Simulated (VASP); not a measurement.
Write the native input for VASP 6.6.1 that does the following.

```yaml
Task: single point
Functional: PBE
Dispersion: D3(BJ)
Potentials_or_basis: VASP PAW PBE potentials, release 64 (C, O, H)
Cutoff: 520 eV
k_mesh: 1 × 1 × 1
Occupations: fermi-dirac, width 0.05 eV
Spin: no spin polarisation
Dipole_correction: no
Further_INCAR_settings: LREAL = Auto; ALGO = Normal; EDIFF = 1e-06; NBANDS = 64
```

The structure of H6C2O lies in POSCAR:

```
H6C2O
1.0
    7.2936330000      0.0000000000      0.0000000000
    0.0000000000      7.2936330000      0.0000000000
    0.0000000000      0.0000000000      7.2936330000
C O H
8 4 24
Direct
    0.3830464187      0.8926827001      0.0069375577
    0.3426550253      0.7228907734     -0.1302917216
    0.7820930941      0.3638515949      0.7575237197
    0.9236686299      0.2365762028      0.8400203301
    0.6278901063      0.6566137890      0.4441545112
    0.5211531757      0.4906882482      0.3650169950
    0.9659109527      0.1956226753      0.3081728955
    0.9099169097      0.0019469036      0.3555018466
    0.4027485342      0.5631761291     -0.0242677415
    1.1231576911      0.3131498390      0.7964617907
    0.3274088510      0.5006147142      0.3998556001
    1.0709889022     -0.1008413777      0.3321390040
    0.3548026066      0.4523534431     -0.0876106599
    0.1864640022      0.6916032106     -0.1686265267
    0.4457860712      0.7472819101     -0.2503690548
    0.3211019803      0.8322190053      0.1269874698
    0.5282552604      0.9257526393      0.0287648145
    0.3115457002      1.0144738569     -0.0356749510
    1.1189074087      0.3824020211      0.6837470435
    0.9263147734      0.2574025866      0.9861477812
    0.9267535123      0.0825925845      0.8123249415
    0.6700227445      0.2794629233      0.6958534930
    0.7359158323      0.4669826409      0.8675786127
    0.8280235652      0.4540398454      0.6462485842
    0.2828631493      0.5887326659      0.3051565660
    0.5455991548      0.4812279422      0.2158320826
    0.5993583719      0.3863095387      0.4375185864
    0.7428945218      0.6615633115      0.3277653263
    0.5688660233      0.8177132027      0.4500911960
    0.6807581352      0.6432733865      0.5831524564
    1.0665055398     -0.1840098069      0.4373403488
    0.8331650359     -0.0285454450      0.4846418787
    0.8259532664     -0.0498928312      0.2537692807
    0.8550745561      0.2904725258      0.2973689518
    1.0636674480      0.2746230856      0.3851578493
    1.0346010006      0.2031909201      0.1757286115
```

The cell was built by a generator and needn't be a form met in nature.

These files were run (other wordings do the same):

INCAR

```
SYSTEM = H6C2O
ALGO = Normal ; EDIFF = 1E-6
ENCUT = 520 ; GGA = PE
ISIF = 2 ; ISMEAR = -1
IVDW = 12 ; LASPH = .True.
LCHARG = .False. ; LREAL = Auto
LWAVE = .False. ; NBANDS = 64
NELM = 100 ; PREC = Accurate
SIGMA = 0.05
```

KPOINTS

```
k-points
0
Gamma
  1 1 1
  0 0 0
```

Potentials or basis: VASP PAW PBE potentials, release 64 (C, O, H).

Run with:

```sh
$ cat potpaw_PBE.64/C/POTCAR potpaw_PBE.64/O/POTCAR potpaw_PBE.64/H/POTCAR > POTCAR
$ mpirun -np 1 vasp_gam > vasp.out
```

Results of the run:

| Property | Result |
| --- | --- |
| Pressure | -1.6 GPa |
| Largest force | 4.197 eV/Å |
| Band gap on the k mesh | 4.59 eV, direct |
| Dispersion energy per atom | -0.037 eV |

Wall time 28 s on 1 thread of Intel(R) Xeon(R) 6975P-C (Granite Rapids), with other jobs on the host, peak memory 0.35 GiB.
